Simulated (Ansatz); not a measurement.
# NaF: a tetragonal deformation path

An exercise on one series of results from a longer session: the logs are not shown, and one member is left open.

Computed with Ansatz 0.2.0 (DFT PBE, scalar-relativistic, plane waves, PAW, unless a step's input says otherwise).

### The starting structure

It takes space group Fm-3m (No. 225, cubic). Conventional cell: a = 4.647 Å, b = 4.647 Å, c = 4.647 Å, α = 90.00°, β = 90.00°, γ = 90.00°. Na (site symmetry m-3m) is surrounded by 6 F at 2.32 Å. Around F (site symmetry m-3m) lie 6 Na at 2.32 Å.

As a file:

```cif
data_structure
_symmetry_space_group_name_H-M 'Fm-3m'
_symmetry_Int_Tables_number 225
_cell_length_a 4.6466
_cell_length_b 4.6466
_cell_length_c 4.6466
_cell_angle_alpha 90.000
_cell_angle_beta 90.000
_cell_angle_gamma 90.000
_cell_volume 100.32
loop_
_atom_site_label
_atom_site_type_symbol
_atom_site_symmetry_multiplicity
_atom_site_Wyckoff_symbol
_atom_site_fract_x
_atom_site_fract_y
_atom_site_fract_z
_atom_site_occupancy
Na1 Na 4 a 0.00000 0.00000 0.00000 1
F1 F 4 b 0.50000 0.00000 0.00000 1
```

The cell is taken as given, not relaxed at this level.

### Zero of energy

The reference gives a free energy of -2297.4266 eV, pressure 1.70 GPa, largest force 0.000 eV/Å and gap on the mesh 6.27 eV. It was computed beforehand with the settings of the runs below.

Set-up of the first run:

At fixed volume and fractional coordinates, lengths along (0.000, 0.000, 1.000) are scaled against those across it; ρ is that ratio over its starting value.

input.yaml

```yaml
crystal:
  lattice:
    - [0.0, 2.60794736, 1.8438187835]
    - [2.60794736, 0.0, 1.8438187835]
    - [2.60794736, 2.60794736, 0.0]
  atoms:
    - { symbol: Na, position: [0.0, 0.0, 0.0] }
    - { symbol: F, position: [0.5, 0.5, 0.5] }
basis:
  ecutwfc: 420
kpoints:
  mp_grid: { grid: [10, 10, 10] }
hamiltonian:
  xc: pbe
scf:
  occupations: { method: gaussian, width: 0.05 }
output:
  forces: true
  stress: true
  eigenvalues: true
```

Launch:

```console
$ ansatz run input.yaml --threads 1 --pin off --max-ram 2560MiB --backend cpu --events-out ev --progress --plain --runs-dir out
```

Steps of the session up to this table: At ρ = 0.707; At ρ = 1.414; Point ρ = 0.850; ρ = 1.200; At ρ = 0.780; Point ρ = 1.300; At ρ = 0.920; At ρ = 1.100; Point ρ = 0.650; ρ = 1.500; ρ = 0.960; At ρ = 1.050.

One of the session's tables, all rows but one given; the rest of the session is left out.

It belongs to the step «The scan collected». Collected from the runs (energy zero: the undisturbed cell):

```
    ρ  ΔE (meV/atom)  pressure (GPa)  gap on the mesh (eV)
0.650          886.0            37.2                  5.31
0.707              ?               ?                     ?
0.780          200.3            11.2                  6.10
0.850           72.9             5.4                  6.22
0.920           16.8             2.6                  6.26
0.960            3.8             1.9                  6.27
1.000            0.0             1.7                  6.27
1.050            4.9             2.0                  6.27
1.100           17.8             2.7                  6.26
1.200           61.9             5.3                  6.21
1.300          125.8             9.0                  6.14
1.414          220.7            14.2                  6.02
1.500          308.0            18.7                  5.92
```

Q: Estimate the row for ρ = 0.707 from the others.

Worked estimate for «ΔE (meV/atom)». A straight line through the neighbours (0.650, 886.0) and (0.780, 200.3) gives 886.0 + (200.3 − 886.0) × (0.707 − 0.650) / (0.780 − 0.650) = 585.3; a parabola fitted to 3 rows on both sides gives 513.5.

**Answer.** ΔE (meV/atom): 477.9; pressure (GPa): 22.4; gap on the mesh (eV): 5.79. In «ΔE (meV/atom)» the line misses by +107.4 and the parabola by +35.6.
